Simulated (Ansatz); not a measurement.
# CoO (Fm-3m) in Ansatz: a series of runs

Runs on CoO. Level: PBE. Tasks: single point, equation of state.

All numbers are computed with Ansatz 0.2.0; they aren't measurements. Logs are shortened: lines on timing, memory, paths and dates and some standing lists are left out, and cuts for length are marked.

## 1. The crystal as given

Symmetry: Fm-3m, No. 225, cubic system. The conventional cell has a = 4.263 Å, b = 4.263 Å, c = 4.263 Å, α = 90.00°, β = 90.00°, γ = 90.00°. Co (site symmetry m-3m) is surrounded by 6 O at 2.13 Å. Around O (site symmetry m-3m) lie 6 Co at 2.13 Å.

## 2. Single point, PBE, collinear spin, ferromagnetic start, 9.10 Å³/atom (volume scaled by 0.94)

input.yaml

```yaml
crystal:
  lattice:
    - [0.0, 2.0879877907, 2.0879877907]
    - [2.0879877907, 0.0, 2.0879877907]
    - [2.0879877907, 2.0879877907, 0.0]
  atoms:
    - { symbol: Co, position: [0.0, 0.0, 0.0], spin: 2.0 }
    - { symbol: O, position: [0.5, 0.5, 0.5] }
hamiltonian:
  xc: pbe
  pseudopotentials: { kind: paw }
magnetization:
  spin_polarized: true
kpoints:
  mp_grid: { grid: [11, 11, 11] }
scf:
  occupations: { method: fermi_dirac, width: 0.05 }
output:
  forces: true
  stress: true
  eigenvalues: true
```

Potentials or basis: Ansatz PAW.

The run is started by

```sh
$ ansatz run input.yaml --threads 2 --pin off --max-ram 5632MiB --backend cpu --events-out ev --progress --plain --runs-dir out
```

Log:

```text
Warning: RAYON_NUM_THREADS=2 ignored (pool sized by the plan → 2); use --threads N
Engine: ansatz 0.2.0, aarch64-unknown-linux-gnu
Pseudopotentials: kind: paw
Pseudopotential: Co, paw, valence charge 17, recommended cutoff 420 eV (normal), Co.paw.azcp
Pseudopotential: O, paw, valence charge 6, recommended cutoff 420 eV (normal), O.paw.azcp
Functional definition: PBE
  parameter kappa = 0.804
  parameter beta = 0.06672455060314922
  exchange = pbe_x(kappa = kappa, mu = beta*pi^2/3)
  correlation = pbe_c(beta = beta)
Crystal: 2 atoms, lattice volume = 18.206 Å³
Basis set: ecut = 420 eV, 339 PW (Γ), exchange–correlation on 40×40×40 points (8 copies of the dense FFT grid, shifted against one another)
Bands: 17, of which v1, the nominal top of the filled ones, is band 12 counted from 1 (11 counted from 0)
Symmetry: 48 space group operations
Space group: Fm-3m (ITA 225), of the structure as read, at distance tolerance 2.6e-5 Å
Magnetic group: BNS 225.116 (UNI 1618), of the structure as read, at distance tolerance 2.6e-5 Å
k-points: 56 of 1331
Non-local potential: Co, projectors of the file, l = 0: 3, l = 1: 2, l = 2: 3, l = 3: 1
Non-local potential: O, projectors of the file, l = 0: 2, l = 1: 2, l = 2: 1
PAW form: soft (Blöchl's): semilocal exchange-correlation on the pseudo side does not see the compensation charge
PAW one-centre angular grid: Co, 590 points (default); XC on 64 Gauss nodes
PAW one-centre angular grid: O, 110 points (default); XC on 64 Gauss nodes
Initial density: superposition of atomic densities (chi_scale 0.1, normalization cell, long waves kept (reshape's long-wave potential 0.00 eV rms))
Starting moments: Σ|m| = 2 μB on 1 of 2 sites
Initial wavefunctions: pseudopotential atomic-orbital guess
Functional: x = pbe(κ = 0.804, μ = 0.2195149727645171), c = pbe(β = 0.06672455060314922)
SCF iter   1: F=—  HF=-5690.935580 eV  |F-HF|=—  |Δ(HF+E_count)|=         —  Δρ=1.12e-1 (↑1.12e-1 ↓9.53e-2)  dr2=5.18e0  dr2_m=1.46e-1  M=2.087 μB ∫|m|=2.087 μB  β_m=0.30  ethr=3.10e-3  ⟨swp⟩=5.6  Hψ=8293  notcnv=0
Mixer restart at iter 1: flushing history
preconditioner: auto → none  [metal: Δε(μ)=0.007 eV  Ē_g=13.639 eV  σ=0.050 eV  W_gap=0.04  n_scr=8 (ndim 8)  ℏωp=33.7 eV  f_vac=0.000  D(μ)=4.81/eV (n_scr^D=112)  sad-step TF]
SCF iter   2: F=—  HF=-5691.648542 eV  |F-HF|=—  |Δ(HF+E_count)|=   7.13e-1  Δρ=7.17e-2 (↑7.17e-2 ↓5.03e-2)  dr2=6.91e-1  dr2_m=4.20e-1  M=2.404 μB ∫|m|=2.405 μB  β_m=0.39  ethr=3.10e-3  ⟨swp⟩=3.1  Hψ=4612  notcnv=0  defer=30
SCF iter   3: F=—  HF=-5692.009866 eV  |F-HF|=—  |Δ(HF+E_count)|=   3.61e-1  Δρ=4.85e-2 (↑4.49e-2 ↓4.85e-2)  dr2=7.21e-2  dr2_m=3.23e-1  M=2.619 μB ∫|m|=2.621 μB  β_m=0.33  ethr=3.00e-3  ⟨swp⟩=2.0  Hψ=3301  notcnv=0  defer=31
SCF iter   4: F=—  HF=-5691.979935 eV  |F-HF|=—  |Δ(HF+E_count)|=         —  Δρ=1.70e-2 (↑8.22e-3 ↓1.70e-2)  dr2=7.96e-2  dr2_m=5.78e-3  M=2.474 μB ∫|m|=2.479 μB  β_m=0.70  ethr=3.13e-4  ⟨swp⟩=2.2  Hψ=3173  notcnv=0  defer=34
Mixer restart at iter 4: flushing history
SCF iter   5: F=—  HF=-5692.069269 eV  |F-HF|=—  |Δ(HF+E_count)|=   8.93e-2  Δρ=4.69e-2 (↑2.47e-2 ↓4.69e-2)  dr2=2.22e-1  dr2_m=1.59e-1  M=2.789 μB ∫|m|=2.797 μB  β_m=0.33  ethr=3.13e-4  ⟨swp⟩=3.4  Hψ=4409  notcnv=0  defer=41  recentre
SCF iter   6: F=—  HF=-5692.029939 eV  |F-HF|=—  |Δ(HF+E_count)|=   3.93e-2  Δρ=1.31e-2 (↑1.19e-2 ↓1.31e-2)  dr2=8.19e-3  dr2_m=2.21e-2  M=2.616 μB ∫|m|=2.623 μB  β_m=0.76  ethr=3.13e-4  ⟨swp⟩=3.2  Hψ=3831  notcnv=0  defer=46
SCF iter   7: F=—  HF=-5692.082288 eV  |F-HF|=—  |Δ(HF+E_count)|=   5.23e-2  Δρ=2.77e-2 (↑1.39e-2 ↓2.77e-2)  dr2=6.72e-2  dr2_m=5.78e-2  M=2.774 μB ∫|m|=2.784 μB  β_m=0.28  ethr=3.56e-5  ⟨swp⟩=2.3  Hψ=4271  notcnv=0  defer=46  recentre
SCF iter   8: F=—  HF=-5692.052165 eV  |F-HF|=—  |Δ(HF+E_count)|=   3.01e-2  Δρ=1.23e-2 (↑8.97e-3 ↓1.23e-2)  dr2=3.92e-3  dr2_m=1.60e-2  M=2.676 μB ∫|m|=2.684 μB  β_m=0.20  ethr=3.56e-5  ⟨swp⟩=2.4  Hψ=3848  notcnv=0  defer=46
SCF iter   9: F=—  HF=-5692.084290 eV  |F-HF|=—  |Δ(HF+E_count)|=   3.21e-2  Δρ=5.04e-3 (↑2.41e-3 ↓5.04e-3)  dr2=2.21e-3  dr2_m=1.36e-3  M=2.726 μB ∫|m|=2.736 μB  β_m=0.43  ethr=1.70e-5  ⟨swp⟩=2.0  Hψ=3920  notcnv=0  defer=47
SCF iter  10: F=—  HF=-5692.089946 eV  |F-HF|=—  |Δ(HF+E_count)|=   5.66e-3  Δρ=1.06e-2 (↑8.64e-3 ↓1.06e-2)  dr2=2.07e-3  dr2_m=1.48e-2  M=2.792 μB ∫|m|=2.807 μB  β_m=0.34  ethr=9.60e-6  ⟨swp⟩=2.0  Hψ=3756  notcnv=0  defer=47  recentre
SCF iter  11: F=—  HF=-5692.089338 eV  |F-HF|=—  |Δ(HF+E_count)|=   6.08e-4  Δρ=1.70e-3 (↑1.24e-3 ↓1.70e-3)  dr2=5.47e-4  dr2_m=9.12e-5  M=2.760 μB ∫|m|=2.773 μB  β_m=0.67  ethr=8.98e-6  ⟨swp⟩=2.0  Hψ=3292  notcnv=0  defer=47
SCF iter  12: F=—  HF=-5692.090143 eV  |F-HF|=—  |Δ(HF+E_count)|=   8.04e-4  Δρ=1.63e-3 (↑1.61e-3 ↓1.63e-3)  dr2=1.38e-4  dr2_m=3.79e-4  M=2.772 μB ∫|m|=2.786 μB  β_m=0.84  ethr=2.38e-6  ⟨swp⟩=2.2  Hψ=2951  notcnv=0  defer=47
SCF iter  13: F=—  HF=-5692.090170 eV  |F-HF|=—  |Δ(HF+E_count)|=   2.72e-5  Δρ=4.74e-4 (↑4.74e-4 ↓4.63e-4)  dr2=2.52e-6  dr2_m=3.46e-5  M=2.774 μB ∫|m|=2.787 μB  β_m=0.92  ethr=5.99e-7  ⟨swp⟩=1.7  Hψ=2295  notcnv=0  defer=47
SCF iter  14: F=—  HF=-5692.090260 eV  |F-HF|=—  |Δ(HF+E_count)|=   9.03e-5  Δρ=2.78e-5 (↑1.49e-5 ↓2.78e-5)  dr2=3.27e-8  dr2_m=6.16e-8  M=2.773 μB ∫|m|=2.786 μB  β_m=0.96  ethr=1.10e-8  ⟨swp⟩=2.1  Hψ=2727  notcnv=0  defer=47
SCF iter  15: F=—  HF=-5692.090260 eV  |F-HF|=—  |Δ(HF+E_count)|=   6.75e-8  Δρ=8.86e-6 (↑4.24e-6 ↓8.86e-6)  dr2=6.72e-9  dr2_m=6.49e-9  M=2.773 μB ∫|m|=2.786 μB  β_m=0.98  ethr=1.42e-10  ⟨swp⟩=2.2  Hψ=3066  notcnv=0  defer=47
SCF iter  16: F=-5692.090260 eV  HF=-5692.090260 eV  |F-HF|=2.66e-9  |Δ(HF+E_count)|=   2.40e-9  Δρ=3.80e-6 (↑1.22e-6 ↓3.80e-6)  dr2=2.41e-9  dr2_m=4.15e-10  M=2.773 μB ∫|m|=2.786 μB  ethr=2.92e-11  ⟨swp⟩=3.2  Hψ=6591  notcnv=0
SCF 1 converged in 16 iterations: F = -5692.090260 eV  dr2 = 2.41e-9
SCF converged after 16 iterations
Magnetization: 2.7731 μB (12.8866 up, 10.1134 down)
Absolute magnetization: 2.7862 μB (∫|ρ↑−ρ↓|, with the PAW one-centre terms)
Spin contamination: 0.0103 ħ² per cell (⟨S²⟩ above its minimum at these occupations)
Per-site moments (μB) at R_I (Å): [(2.36784045876958, 0.8612949636637501), (0.28299387289254413, 0.8612949636637501)]
Free energy (F): -5692.090260 eV
Harris-Foulkes:  -5692.090260 eV  (|F-HF|=2.66e-9)
Internal energy: -5692.056512 eV  (E = F + TS)
E sigma→0 (E₀):  -5692.073386 eV
Entropy (-TS):   -0.033748 eV (-16.874 meV/atom)
Fermi energy:    15.112884 eV
--- Per-component energies (eV) ---
  E_band       = -280.428392
  E_kinetic    = 620.105660
  E_local      = -3344.787625  (includes V_loc(G=0)·N_el)
  E_nonlocal   = 514.660590
  E_hartree    = 1377.082116
  E_xc         = -229.374244
  E_vxc        = -294.859783  (∫ρ·V_xc dr)
  E_paw        = -1677.411876  (= ΣΔE_a)
  E_vpaw       = -529.710813  (= ΣTr[D̂ρ^β])
  E_aug_tail   = 0.002552  (compensation charges beyond the density's cutoff)
  E_ewald      = -2952.333685
  E_smearing   = -0.033748  (= −TS)
  E_closure    = -0.000000  (closes the sum)
  Σ components = -5692.090260   (vs F -5692.090260, Δ=0.00e0)
--- Forces (eV/Å), atoms counted from 1 ---
  atom   1  Co    -0.00000000     0.00000000     0.00000000
  atom   2  O      0.00000000    -0.00000000    -0.00000000
  max |Σ_I F_I| component: 1.25e-29 eV/Å
--- Stress (GPa, compression-positive) ---
        9.372277      -0.000000       0.000000
        0.000000       9.372277       0.000000
       -0.000000       0.000000       9.372277
  P = ⅓ Tr σ = 9.3723 GPa (93.723 kbar)
--- Band table (eV; the first three rows and the last of 112) ---
  k-point 0 ↑: bands = ["-81.6882", "-44.9554", "-44.9554", "-44.9554", "-5.7176", "11.6626", "11.6626", "11.6626", "11.8444", "11.8444", "11.9955", "11.9955", "11.9955", "16.3482", "32.0135", "33.5954", "33.5954"]
  k-point 1 ↑: bands = ["-81.6877", "-44.9593", "-44.9559", "-44.9559", "-5.6220", "10.8069", "10.8533", "10.8533", "12.0397", "12.0397", "12.3188", "12.7109", "12.7109", "16.9224", "30.4964", "33.3210", "33.3210"]
  k-point 2 ↑: bands = ["-81.6868", "-44.9699", "-44.9573", "-44.9573", "-5.3546", "9.4609", "10.0560", "10.0560", "12.2123", "12.2123", "12.5735", "13.6136", "13.6136", "18.1267", "28.3498", "32.2344", "32.2344"]
  k-point 55 ↓: bands = ["-78.7489", "-42.1247", "-42.1220", "-42.1067", "-3.6814", "8.8410", "8.9064", "9.7643", "14.5027", "14.7893", "15.2552", "16.1200", "16.8471", "24.5192", "25.6767", "25.7763", "29.2814"]
```

It took 3.1 s on 2 threads of Arm Neoverse V1, shared host; peak memory 0.29 GiB.

What came out:

- Free energy: -5692.0903 eV
- Pressure: 9.4 GPa
- Band gap on the k mesh: none (metal or under the smearing width)
- Net moment: 2.77 μB per cell
- Absolute moment: 2.79 μB per cell
- Site moments: Co +2.37; O +0.28 μB

Caveat: the pressure holds a Pulay correction of +0.8 GPa for the finite cutoff; a cell with one magnetic atom can't hold antiferromagnetic order, which such compounds often take; semilocal functionals often make such compounds metallic where correlation or magnetic order opens a gap, which also shifts bond lengths.

## 3. Single point, PBE, collinear spin, ferromagnetic start, 9.30 Å³/atom (volume scaled by 0.96)

input.yaml: that of step 2 with these lines changed.

```diff
@@ -2,5 +2,5 @@
   lattice:
-    - [0.0, 2.0879877907, 2.0879877907]
-    - [2.0879877907, 0.0, 2.0879877907]
-    - [2.0879877907, 2.0879877907, 0.0]
+    - [0.0, 2.1026924146, 2.1026924146]
+    - [2.1026924146, 0.0, 2.1026924146]
+    - [2.1026924146, 2.1026924146, 0.0]
   atoms:
```

Potentials or basis: Ansatz PAW.

The run is started by

```sh
$ ansatz run input.yaml --threads 2 --pin off --max-ram 5632MiB --backend cpu --events-out ev --progress --plain --runs-dir out
```

Wall time 2.8 s (2 threads of Arm Neoverse V1, shared host); peak memory 0.29 GiB.

It converged, with:

```yaml
Free_energy: -5692.1078 eV
Pressure: 5.3 GPa
Band_gap_on_the_k_mesh: none (metal or under the smearing width)
Net_moment: 2.83 μB per cell
Absolute_moment: 2.85 μB per cell
Site_moments: Co +2.42; O +0.30 μB
```

Caveat: the pressure holds a Pulay correction of +0.8 GPa for the finite cutoff; a cell with one magnetic atom can't hold antiferromagnetic order, which such compounds often take; semilocal functionals often make such compounds metallic where correlation or magnetic order opens a gap, which also shifts bond lengths.

## 4. Single point, PBE, collinear spin, ferromagnetic start, 9.49 Å³/atom (volume scaled by 0.98)

input.yaml: that of step 3 with these lines changed.

```diff
@@ -2,5 +2,5 @@
   lattice:
-    - [0.0, 2.1026924146, 2.1026924146]
-    - [2.1026924146, 0.0, 2.1026924146]
-    - [2.1026924146, 2.1026924146, 0.0]
+    - [0.0, 2.1171941998, 2.1171941998]
+    - [2.1171941998, 0.0, 2.1171941998]
+    - [2.1171941998, 2.1171941998, 0.0]
   atoms:
@@ -21 +21,5 @@
   eigenvalues: true
+  write_density: true
+  write_potential: true
+  elf: true
+  volumetric_format: npy
```

The run is started by

```sh
$ ansatz run input.yaml --threads 2 --pin off --max-ram 5632MiB --backend cpu --events-out ev --progress --plain --runs-dir out
```

Run time: 3.3 s. Hardware: 2 threads of Arm Neoverse V1, shared host; peak memory 0.31 GiB.

The run converged. Its results:

```yaml
Free_energy: -5692.1160 eV
Pressure: 1.5 GPa
Band_gap_on_the_k_mesh: none (metal or under the smearing width)
Net_moment: 2.88 μB per cell
Absolute_moment: 2.90 μB per cell
Site_moments: Co +2.46; O +0.31 μB
```

Caveat: the pressure holds a Pulay correction of +0.8 GPa for the finite cutoff; a cell with one magnetic atom can't hold antiferromagnetic order, which such compounds often take; semilocal functionals often make such compounds metallic where correlation or magnetic order opens a gap, which also shifts bond lengths.

## 5. Single point, PBE, collinear spin, ferromagnetic start, 9.68 Å³/atom

input.yaml: that of step 4 with these lines changed.

```diff
@@ -2,5 +2,5 @@
   lattice:
-    - [0.0, 2.1171941998, 2.1171941998]
-    - [2.1171941998, 0.0, 2.1171941998]
-    - [2.1171941998, 2.1171941998, 0.0]
+    - [0.0, 2.1315, 2.1315]
+    - [2.1315, 0.0, 2.1315]
+    - [2.1315, 2.1315, 0.0]
   atoms:
@@ -21,5 +21 @@
   eigenvalues: true
-  write_density: true
-  write_potential: true
-  elf: true
-  volumetric_format: npy
```

The run is started by

```sh
$ ansatz run input.yaml --threads 2 --pin off --max-ram 5632MiB --backend cpu --events-out ev --progress --plain --runs-dir out
```

Run time: 2.8 s. Hardware: 2 threads of Arm Neoverse V1, shared host; peak memory 0.3 GiB.

The run converged. Its results:

```
Free energy            : -5692.1157 eV
Pressure               : -1.8 GPa
Band gap on the k mesh : none (metal or under the smearing width)
Net moment             : 2.93 μB per cell
Absolute moment        : 2.94 μB per cell
Site moments           : Co +2.49; O +0.32 μB
```

Caveat: the pressure holds a Pulay correction of +0.7 GPa for the finite cutoff; a cell with one magnetic atom can't hold antiferromagnetic order, which such compounds often take; semilocal functionals often make such compounds metallic where correlation or magnetic order opens a gap, which also shifts bond lengths.

## 6. Single point, PBE, collinear spin, ferromagnetic start, 9.88 Å³/atom (volume scaled by 1.02)

input.yaml: that of step 5 with these lines changed.

```diff
@@ -2,5 +2,5 @@
   lattice:
-    - [0.0, 2.1315, 2.1315]
-    - [2.1315, 0.0, 2.1315]
-    - [2.1315, 2.1315, 0.0]
+    - [0.0, 2.1456163054, 2.1456163054]
+    - [2.1456163054, 0.0, 2.1456163054]
+    - [2.1456163054, 2.1456163054, 0.0]
   atoms:
```

Potentials or basis: Ansatz PAW.

The run is started by

```sh
$ ansatz run input.yaml --threads 2 --pin off --max-ram 5632MiB --backend cpu --events-out ev --progress --plain --runs-dir out
```

Wall time 2.9 s (2 threads of Arm Neoverse V1, shared host); peak memory 0.3 GiB.

The run converged. Its results:

```
Free energy            : -5692.1073 eV
Pressure               : -5.0 GPa
Band gap on the k mesh : none (metal or under the smearing width)
Net moment             : 2.96 μB per cell
Absolute moment        : 2.98 μB per cell
Site moments           : Co +2.52; O +0.33 μB
```

Caveat: the pressure holds a Pulay correction of +0.7 GPa for the finite cutoff; a cell with one magnetic atom can't hold antiferromagnetic order, which such compounds often take; semilocal functionals often make such compounds metallic where correlation or magnetic order opens a gap, which also shifts bond lengths.

## 7. Single point, PBE, collinear spin, ferromagnetic start, 10.07 Å³/atom (volume scaled by 1.04)

input.yaml: that of step 6 with these lines changed.

```diff
@@ -2,5 +2,5 @@
   lattice:
-    - [0.0, 2.1456163054, 2.1456163054]
-    - [2.1456163054, 0.0, 2.1456163054]
-    - [2.1456163054, 2.1456163054, 0.0]
+    - [0.0, 2.1595492692, 2.1595492692]
+    - [2.1595492692, 0.0, 2.1595492692]
+    - [2.1595492692, 2.1595492692, 0.0]
   atoms:
```

The run is started by

```sh
$ ansatz run input.yaml --threads 2 --pin off --max-ram 5632MiB --backend cpu --events-out ev --progress --plain --runs-dir out
```

Run time: 2.8 s. Hardware: 2 threads of Arm Neoverse V1, shared host; peak memory 0.3 GiB.

Results (log left out):

* Free energy: -5692.0917 eV
* Pressure: -7.9 GPa
* Band gap on the k mesh: none (metal or under the smearing width)
* Net moment: 2.98 μB per cell
* Absolute moment: 3.00 μB per cell
* Site moments: Co +2.54; O +0.33 μB

Caveat: the pressure holds a Pulay correction of +0.7 GPa for the finite cutoff; a cell with one magnetic atom can't hold antiferromagnetic order, which such compounds often take; semilocal functionals often make such compounds metallic where correlation or magnetic order opens a gap, which also shifts bond lengths.

## 8. Single point, PBE, collinear spin, ferromagnetic start, 10.27 Å³/atom (volume scaled by 1.06)

input.yaml: that of step 7 with these lines changed.

```diff
@@ -2,5 +2,5 @@
   lattice:
-    - [0.0, 2.1595492692, 2.1595492692]
-    - [2.1595492692, 0.0, 2.1595492692]
-    - [2.1595492692, 2.1595492692, 0.0]
+    - [0.0, 2.173304731, 2.173304731]
+    - [2.173304731, 0.0, 2.173304731]
+    - [2.173304731, 2.173304731, 0.0]
   atoms:
```

The run is started by

```sh
$ ansatz run input.yaml --threads 2 --pin off --max-ram 5632MiB --backend cpu --events-out ev --progress --plain --runs-dir out
```

Run time: 9.2 s. Hardware: 2 threads of Arm Neoverse V1, shared host; peak memory 0.55 GiB.

It converged, with:

| Item | Value |
| --- | --- |
| Free energy | -5692.0692 eV |
| Pressure | -10.6 GPa |
| Band gap on the k mesh | none (metal or under the smearing width) |
| Net moment | 2.99 μB per cell |
| Absolute moment | 3.01 μB per cell |
| Site moments | Co +2.55; O +0.33 μB |

Caveat: the pressure holds a Pulay correction of +0.7 GPa for the finite cutoff; a cell with one magnetic atom can't hold antiferromagnetic order, which such compounds often take; semilocal functionals often make such compounds metallic where correlation or magnetic order opens a gap, which also shifts bond lengths.

## 9. Equation of state, PBE, collinear spin, ferromagnetic start

Potentials or basis: Ansatz PAW.

This step only gathers the single runs of the series.

What came out:

```yaml
Equilibrium_volume: 9.58 Å³/atom
Bulk_modulus: 170 GPa
Pressure_derivative_of_the_bulk_modulus: 2.9
```

Energy against volume, from the lowest point:
| volume (Å³/atom) | energy (meV/atom) |
| --- | --- |
| 9.103 | 12.85 |
| 9.297 | 4.06 |
| 9.490 | 0.00 |
| 9.684 | 0.15 |
| 9.878 | 4.33 |
| 10.071 | 12.14 |
| 10.265 | 23.40 |
